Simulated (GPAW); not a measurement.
A run of GPAW 26.7.0:

File run.py:

```python
from ase.dft.bandgap import bandgap
from ase.io import read, write
from ase.units import Bohr, GPa
from gpaw import GPAW, PW
from gpaw.elf import elf_from_dft_calculation

atoms = read('POSCAR')

calc = GPAW(mode=PW(800),
            xc='PBE',
            kpts={'size': (10, 10, 10), 'gamma': True},
            occupations={'name': 'methfessel-paxton', 'order': 0, 'width': 0.012},
            nbands=16,
            convergence={'density': 1e-05, 'energy': 1e-05},
            maxiter=150,
            txt='gpaw.txt')
atoms.calc = calc
energy = atoms.get_potential_energy()
forces = atoms.get_forces()
stress = atoms.get_stress()
calc.write('gs.gpw')
write('result.traj', atoms)
print(f'Energy: {energy:.6f} eV')
print('Forces (eV/A):')
print(forces.round(4))
print('Stress (GPa):', (stress / GPa).round(3))
print('Fermi level:', round(calc.get_fermi_level(), 4), 'eV')
print(f'Gap: {bandgap(calc)[0]:.4f} eV, direct: {bandgap(calc, direct=True)[0]:.4f} eV')

# fields on the real-space grid
write('density.cube', atoms, data=calc.get_pseudo_density() * Bohr**3)
write('potential.cube', atoms, data=calc.get_electrostatic_potential())
write('elf.cube', atoms, data=elf_from_dft_calculation(calc).data)
```

The input POSCAR:

```
CaO
1.0
    0.0000000000      2.4035556960      2.4035556960
    2.4035556960      0.0000000000      2.4035556960
    2.4035556960      2.4035556960      0.0000000000
Ca O
1 1
Direct
    0.0000000000      0.0000000000      0.0000000000
    0.5000000000      0.5000000000      0.5000000000
```

Potentials or basis: GPAW PAW data sets (gpaw-data 1.2.1), pw.

Launch:

```bash
$ OMP_NUM_THREADS=1 python run.py
```

Hardware: 1 thread of Arm Neoverse V1, with other jobs on the host.

Problem. Estimate the wall time of this run.

Solution. Run time: 24 s on 1 thread of Arm Neoverse V1 (shared host), peak memory 0.17 GiB. Counts: scf iterations 10, plane waves 1458, bands 16, k points 47.
